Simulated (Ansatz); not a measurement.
TiO2:

```
CELL_PARAMETERS angstrom
4.59984 0.00000 0.00000
0.00000 4.59984 0.00000
0.00000 0.00000 2.95921
ATOMIC_POSITIONS crystal
Ti 0.00000 0.00000 0.50000
Ti 0.50000 0.50000 0.00000
O 0.30432 0.30432 0.50000
O 0.19568 0.80432 0.00000
O 0.80432 0.19568 0.00000
O 0.69568 0.69568 0.50000
```

The cell is a database's computed one.

Base run:

- Program: Ansatz 0.2.0
- Functional: SVWN5
- Potentials or basis: Ansatz PAW
- Cutoff: 420 eV (not typed: the program's choice for these potentials)
- k mesh: 6 × 6 × 9
- Occupations: fermi-dirac, width 0.05 eV
- Spin: no spin polarisation

Its results: band gap on the k mesh 1.78 eV, direct; pressure -9.1 GPa; largest force 0.133 eV/Å.

The run is repeated on the same cell with these changes: functional from SVWN5 to PBE; potentials or basis from Ansatz PAW to PseudoDojo stringent (PBE files); cutoff from 420 eV (not typed: the program's choice for these potentials) to 1252 eV. What comes out?

Band gap on the k mesh 1.88 eV, direct; pressure 3.9 GPa; largest force 0.014 eV/Å.

Caveats: the PAW data sets come from PBE, with cores solved anew for the run's functional, which leaves a small shift of forces and pressure (some runs).
